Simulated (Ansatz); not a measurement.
Structure optimisation: selenium, simple cubic

Computed with DFT, RPBE, plane waves (420 eV) with PAW, scalar-relativistic (Ansatz). (PAW data from PBE, frozen cores regenerated.)

k-point mesh 11×11×11, Fermi-Dirac smearing 0.1 eV, no spin polarisation. Cell and atoms relax.

Starting structure:

```yaml
crystal:
  lattice:
    - [2.8664900032, 0.0, 0.0]
    - [0.0, 2.8664900032, 0.0]
    - [0.0, 0.0, 2.8664900032]
  atoms:
    - { symbol: Se, position: [0.0, 0.0, 0.0] }
hamiltonian:
  xc: rpbe
  pseudopotentials:
    kind: paw
    azcp:
      Se: "pseudopotentials/Se.paw.azcp"
basis:
  ecutwfc: 420
  fft_grid_basis: typed
kpoints:
  mp_grid: { grid: [11, 11, 11], shift: [0, 0, 0] }
magnetization:
  spin_polarized: false
scf:
  occupations: { method: fermi_dirac, width: 0.1 }
relax:
  max_steps: 60
  f_tol: 0.01
  cell: {}
output:
  write_density: true
  write_potential: true
  elf: true
  volumetric_format: npy
```

What cell does the relaxation end in?

Pm-3m with a = 2.855 Å; 23.28 Å³ per atom against 23.55 at the start (-1.2 %).

How much energy does the relaxation gain?

0.6 meV per atom.
